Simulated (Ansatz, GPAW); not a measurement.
Given: the input of a run of Ansatz 0.2.0 on Pb (Lead). 

input.yaml

```yaml
crystal:
  lattice:
    - [0.0, 2.47502, 2.47502]
    - [2.47502, 0.0, 2.47502]
    - [2.47502, 2.47502, 0.0]
  atoms:
    - { symbol: Pb, position: [0.0, 0.0, 0.0] }
hamiltonian:
  xc: pbe
  pseudopotentials: { kind: paw }
kpoints:
  mp_grid: { grid: [9, 9, 9] }
scf:
  occupations: { method: gaussian, width: 0.05 }
output:
  forces: true
  stress: true
  eigenvalues: true
```

Potentials or basis: Ansatz PAW.

Command:

```console
$ ansatz run input.yaml --threads 2 --pin off --max-ram 5632MiB --backend cpu --events-out ev --progress --plain --runs-dir out
```

Translate it to GPAW 26.7.0 (ASE script). Potentials or basis there: GPAW PAW data sets (gpaw-data 1.2.1), cutoff 600 eV.

As run (cutoffs and basis follow the program's own potentials, and thresholds, step limits or extra output files can differ):

File run.py:

```python
from ase import Atoms
from ase.dft.bandgap import bandgap
from ase.io import write
from ase.units import GPa
from gpaw import GPAW, PW

atoms = Atoms(['Pb'],
              cell=[[0.0, 2.47502, 2.47502],
                    [2.47502, 0.0, 2.47502],
                    [2.47502, 2.47502, 0.0]],
              scaled_positions=[[0.0, 0.0, 0.0]],
              pbc=True)

calc = GPAW(mode=PW(600),
            xc='PBE',
            kpts={'size': (9, 9, 9), 'gamma': True},
            occupations={'name': 'methfessel-paxton', 'order': 0, 'width': 0.05},
            nbands=14,
            convergence={'density': 1e-05, 'energy': 1e-05},
            maxiter=150,
            txt='gpaw.txt')
atoms.calc = calc
energy = atoms.get_potential_energy()
forces = atoms.get_forces()
stress = atoms.get_stress()
calc.write('gs.gpw')
write('result.traj', atoms)
print(f'Energy: {energy:.6f} eV')
print('Forces (eV/A):')
print(forces.round(4))
print('Stress (GPa):', (stress / GPa).round(3))
print('Fermi level:', round(calc.get_fermi_level(), 4), 'eV')
print(f'Gap: {bandgap(calc)[0]:.4f} eV, direct: {bandgap(calc, direct=True)[0]:.4f} eV')
```

Potentials or basis: GPAW PAW data sets (gpaw-data 1.2.1), pw.

The run is started by

```sh
$ OMP_NUM_THREADS=1 python run.py
```

Both were run:

|  | Ansatz | GPAW |
| --- | --- | --- |
| Pressure | 2.2 GPa | 2.0 GPa |

Ansatz's pressure holds a Pulay term of +0.02 GPa for its cutoff of 420 eV, which the other run lacks.

Where Ansatz's input types no cutoff or centring, it takes its own default and a Γ-centred mesh.

Pressure is positive in compression.
